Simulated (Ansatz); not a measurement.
Input:

```xyz
4
Lattice="3.5894 0.0000 0.0000 1.7947 3.1085 0.0000 0.0000 0.0000 5.6679" Properties=species:S:1:pos:R:3 pbc="T T T"
In     3.5894     2.0723     0.0260
In     1.7947     1.0362     2.8599
N      3.5894     2.0723     3.5176
N      1.7947     1.0362     0.6836
```

No spin polarisation.

Computed with Kohn–Sham DFT with the r2SCAN functional, run in Ansatz (a program for electronic structure) with PAW and 500 eV plane waves, scalar-relativistic without spin-orbit coupling. Settings: 11×11×6 k-points, 0.05 eV Fermi–Dirac smearing.

Task: Predict the pressure and space group.

Result: The pressure (mean of the normal stresses, compression positive) is -1.97 GPa and the space group is P6_3mc (No. 186).

The cells carry an imposed strain or load. Whether these cells are dynamically stable was not tested. The cell was made from InN in the wurtzite structure (space group P6_3mc, No. 186) by this change: biaxial strain +1.18 %, plane normal [001], relaxed out of plane.
